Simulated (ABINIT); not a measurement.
**Si2Mo: single point with r2SCAN**

Crystal: Si2Mo.

```
CELL_PARAMETERS angstrom
-1.60000 1.60000 3.93050
1.60000 -1.60000 3.93050
1.60000 1.60000 -3.93050
ATOMIC_POSITIONS crystal
Mo 0.00000 0.00000 0.00000
Si 0.66700 0.66700 0.00000
Si 0.33300 0.33300 0.00000
```

| Property | Result |
| --- | --- |
| Program | ABINIT 10.8.3 (patched build) |
| Task | single point |
| Functional | r2SCAN |
| Potentials or basis | SG15 NC PBE v1.2 |
| Cutoff | 599 eV |
| k mesh | 8 × 8 × 8 |
| Occupations | fermi-dirac, width 0.05 eV |
| Spin | no spin polarisation |

```
Pressure                                              : -0.4 GPa
Largest force                                         : 0.424 eV/Å
Band gap on the k mesh                                : none (metal or under the smearing width)
Valence electrons inside the program's atomic spheres : Mo 10.56; Si 1.78
```

Forces on the atoms (eV/Å):
```
Mo   0.000  0.000  0.000
Si   0.000  0.000 -0.424
Si   0.000  0.000  0.424
```

Stress tensor (GPa, compression positive):
```
 0.50  0.00  0.00
 0.00  0.50  0.00
 0.00  0.00 -2.14
```

Levels at points of the mesh, in eV from the Fermi level:
| k point | band 7 | band 8 | band 9 | band 10 | band 11 | band 12 | band 13 | band 14 | band 15 |
| --- | --- | --- | --- | --- | --- | --- | --- | --- | --- |
| (0.00, 0.00, 0.00) | -3.66 | -3.02 | -2.77 | -2.77 | 0.49 | 3.30 | 3.45 | 3.89 | 3.89 |
| (0.50, 0.00, 0.00) | -5.17 | -4.75 | -2.65 | -2.61 | -0.48 | 2.58 | 3.27 | 4.34 | 4.55 |
| (0.50, 0.50, 0.00) | -6.04 | -5.56 | -4.73 | -3.21 | -1.28 | 2.67 | 3.01 | 3.25 | 3.53 |
| (0.50, 0.50, 0.50) | -3.55 | -2.32 | -0.55 | -0.55 | -0.54 | -0.54 | 0.63 | 5.00 | 5.57 |

Wall time 55 s on 4 MPI ranks on Intel(R) Xeon(R) Platinum 8488C (Sapphire Rapids), on a shared host, peak memory 0.44 GiB a rank.

Caveat: the potentials were made for another functional, which shifts forces and pressure.
